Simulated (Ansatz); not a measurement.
# The HOMO–LUMO gap down a group: C to Sn

Gas-phase molecules, one atom swapped for its congeners: C3H2N2 (malononitrile) `N#CCC#N`; SiH2(CN)2; GeH2(CN)2; SnH2(CN)2. All are singlets with charge 0.

Shapes, held fixed at every level: PBE0-D4/def2-TZVP. Programs: Ansatz 0.2.0. Values in eV.

| level | C3H2N2 | SiH2(CN)2 | GeH2(CN)2 | SnH2(CN)2 |
| --- | --- | --- | --- | --- |
| SPW92/def2-TZVPP | 7.12 | 6.28 | 6.54 | 6.44 |
| r2SCAN-D4/def2-TZVPP | 7.69 | 6.85 | 7.14 | 7.10 |
| BHLYP-D4/def2-TZVPP | 11.85 | 10.97 | 11.18 | 10.77 |
| PBE0-D4/def2-TZVPP | 9.62 | 8.67 | 8.96 | 8.81 |
| wB97M-V/def2-TZVPP | 13.86 | 13.06 | 13.31 | 12.74 |
| wB97X-V/def2-TZVPP | 14.30 | 13.35 | 13.59 | 13.18 |

At wB97X-V/def2-TZVPP the HOMO–LUMO gap isn't monotonic: it is largest for C and smallest for Sn (14.30 and 13.18 eV). 3 of 6 levels show this order throughout; 3 agree on the largest and the smallest. For atoms past krypton def2 sets carry core potentials with scalar relativity. Relativity is left out for Ge. Orbital gaps aren't excitation energies, and the LUMO depends on the basis.
